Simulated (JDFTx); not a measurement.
Crystal: Al.

```
Al
1.0
    -1.59122    1.59122    1.59122
     1.59122   -1.59122    1.59122
     1.59122    1.59122   -1.59122
Al
1
Direct
  0.00000 0.00000 0.00000
```

This isn't the form of Al at room conditions, which is fcc.

- Program: JDFTx 1.7.0 (patched build)
- Task: single point
- Functional: PBE
- Potentials or basis: PseudoDojo-SR-PBE-0.5-standard
- Cutoff: 544 eV
- Density cutoff: 2177 eV
- k mesh: 12 × 12 × 12
- Occupations: fermi-dirac, width 0.05 eV
- Spin: no spin polarisation

On this cell: pressure 3.6 GPa; band gap on the k mesh none (metal or under the smearing width).

The same run follows on a disturbed copy (cell strained at random at fixed volume):

```
CELL_PARAMETERS angstrom
-1.69895 1.56431 1.60080
1.63095 -1.58291 1.55140
1.66037 1.54432 -1.61940
ATOMIC_POSITIONS crystal
Al 0.99931 0.01239 0.00585
```

Q: What changes?

A: The energy (extrapolated to zero smearing) moves by +1.4 meV/atom; pressure 3.7 GPa; band gap on the k mesh none (metal or under the smearing width).

Stress tensor (GPa, compression positive):
```
4.83 0.47 1.42
0.47 3.12 0.59
1.42 0.59 3.15
```

Caveats: the empty levels aren't tightly converged.
